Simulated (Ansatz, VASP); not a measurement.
## Cs in VASP and in Ansatz

The input INCAR:

```
SYSTEM = Cs
PREC = Accurate
ENCUT = 520
EDIFF = 1E-8
ISMEAR = -1
SIGMA = 0.05
LREAL = .False.
LASPH = .True.
NELM = 60
ALGO = Normal
ISIF = 2
LWAVE = .False.
LCHARG = .False.
GGA = CA
LEFG = .True.
NBANDS = 10
```

The input KPOINTS:

```
Automatic mesh
0
Gamma
  9 9 9
  0 0 0
```

The input POSCAR:

```
Cs
1.0
   -3.0622742980      3.0622742980      3.0622742980
    3.0622742980     -3.0622742980      3.0622742980
    3.0622742980      3.0622742980     -3.0622742980
Cs
1
Direct
    0.0000000000      0.0000000000      0.0000000000
```

Input for Ansatz:

```yaml
crystal:
  lattice:
    - [-3.062274298, 3.062274298, 3.062274298]
    - [3.062274298, -3.062274298, 3.062274298]
    - [3.062274298, 3.062274298, -3.062274298]
  atoms:
    - { symbol: Cs, position: [0.0, 0.0, 0.0] }
kpoints:
  mp_grid: { grid: [9, 9, 9] }
scf:
  occupations: { method: fermi_dirac, width: 0.05 }
hamiltonian:
  xc: lda
  pseudopotentials: { kind: all_electron, datasets: crystal }
output:
  forces: true
  stress: true
  eigenvalues: true
  efg: { contact_densities: true }
```

Change from the starting cell: volume scaled by 1.04, crystal datasets.

Alike in both runs: task electric field gradients; functional LDA; k mesh 9 × 9 × 9; occupations fermi-dirac, width 0.05 eV; no spin polarisation.

|  | VASP | Ansatz |
| --- | --- | --- |
| version | VASP 6.6.1 | Ansatz 0.2.0 |
| potentials or method | VASP PAW LDA potentials, release 64 (Cs_sv) | all-electron PAW with datasets made for the crystal, scalar-relativistic |
| plane-wave cutoff (eV) | 520 | see its input |

|  | VASP | Ansatz | Ansatz less VASP |
| --- | --- | --- | --- |
| pressure (GPa) | -0.3 | -0.3 | +0.01 |
| Vzz of the field gradient on the site that differs most (V/Å²) | 0.0 | 0.0 | 0.00 |

Ansatz ran all-electron here, so the differences hold the error of VASP's frozen core and of both bases. Ansatz warned: «gradients_without_spin_orbit».

The runs have no spin-orbit coupling, so splittings on Cs are missing.
